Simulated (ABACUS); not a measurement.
Al:

```
CELL_PARAMETERS angstrom
0.00000 2.02481 2.02481
2.02481 0.00000 2.02481
2.02481 2.02481 0.00000
ATOMIC_POSITIONS crystal
Al 0.00000 0.00000 0.00000
```

| Item | Value |
| --- | --- |
| Program | ABACUS 3.10.1 |
| Task | relaxation of cell and atoms |
| Functional | SCAN |
| Potentials or basis | SG15 ONCV 1.2 PBE |
| Cutoff | 939 eV |
| Density cutoff | 3755 eV |
| Basis | plane waves |
| k mesh | 7 × 7 × 7 |
| Occupations | fermi-dirac, width 0.05 eV |
| Spin | no spin polarisation |

At the start: pressure -5.4 GPa; volume 16.60 Å³/atom.

**Question.** How do energy, volume and symmetry change on relaxing?

**Answer.** Over 5 steps the energy falls by 14.2 meV/atom and the volume is 15.79 Å³/atom (-4.9 %); space group Fm-3m (No. 225, to 0.05 Å).

The path:
```
step  energy change (eV)  largest force (eV/Å)  pressure (GPa)  volume (Å³)
   1              0.0000                0.0000           -5.35        16.60
   2             -0.0079                0.0000            3.77        15.26
   3             -0.0142                0.0000            0.06        15.78
   4             -0.0142                0.0000           -0.02        15.80
   5             -0.0142                0.0000            0.00        15.79
```

Final structure:
```yaml
crystal:
  lattice:
    - [0.00000, 1.99135, 1.99135]
    - [1.99135, 0.00000, 1.99135]
    - [1.99135, 1.99135, 0.00000]
  atoms:
    - { symbol: Al, position: [0.00000, 0.00000, 0.00000] }
```

Caveat: the k mesh is coarse (spacing up to 0.38 Å⁻¹), so the values aren't converged; the potentials were made for another functional, which shifts forces and pressure.
